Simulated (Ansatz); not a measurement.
Write the native input for Ansatz 0.2.0 that does the following.

```
Task                : single point
Functional          : SVWN5
Dispersion          : D3(BJ)
Potentials or basis : Ansatz PAW
Cutoff              : 420 eV (not typed: the program's choice for these potentials)
k mesh              : 10 × 10 × 10
Occupations         : gaussian, width 0.15 eV
Spin                : no spin polarisation
```

Crystal: Hf.

```
Hf
1.0
     3.13955    0.00000    0.00000
     1.56978    2.71893    0.00000
     1.56978    0.90631    2.56344
Hf
1
Cartesian
  0.0000 0.0000 0.0000
```

This isn't the form of Hf at room conditions, which is hcp.

These files were run (other wordings do the same):

input.yaml

```yaml
crystal:
  lattice:
    - [3.13955411, 0.0, 0.0]
    - [1.569777055, 2.7189336158, 0.0]
    - [1.569777055, 0.9063112053, 2.5634351965]
  atoms:
    - { symbol: Hf, position: [0.0, 0.0, 0.0] }
hamiltonian:
  xc: { exchange: slater, correlation: vwn5 }
  pseudopotentials: { kind: paw }
  dispersion: d3bj
kpoints:
  mp_grid: { grid: [10, 10, 10] }
scf:
  occupations: { method: gaussian, width: 0.15 }
output:
  forces: true
  stress: true
  eigenvalues: true
```

Potentials or basis: Ansatz PAW.

The run is started by

```sh
$ ansatz run input.yaml --threads 2 --pin off --max-ram 5120MiB --backend cpu --events-out ev --progress --plain --runs-dir out
```

Results of the run:

```json
{"Pressure": "-9.3 GPa", "Band gap on the k mesh": "none (metal or under the smearing width)"}
```

Caveat: pairwise dispersion overbinds metals, which lowers pressure and volume; the PAW data sets come from PBE, with cores solved anew for the run's functional, which leaves a small shift of forces and pressure; the dispersion damping was fitted for another functional or another form of the correction.

It took 0.8 s on 2 threads of Arm Neoverse V1, with other jobs on the host, peak memory 0.27 GiB.
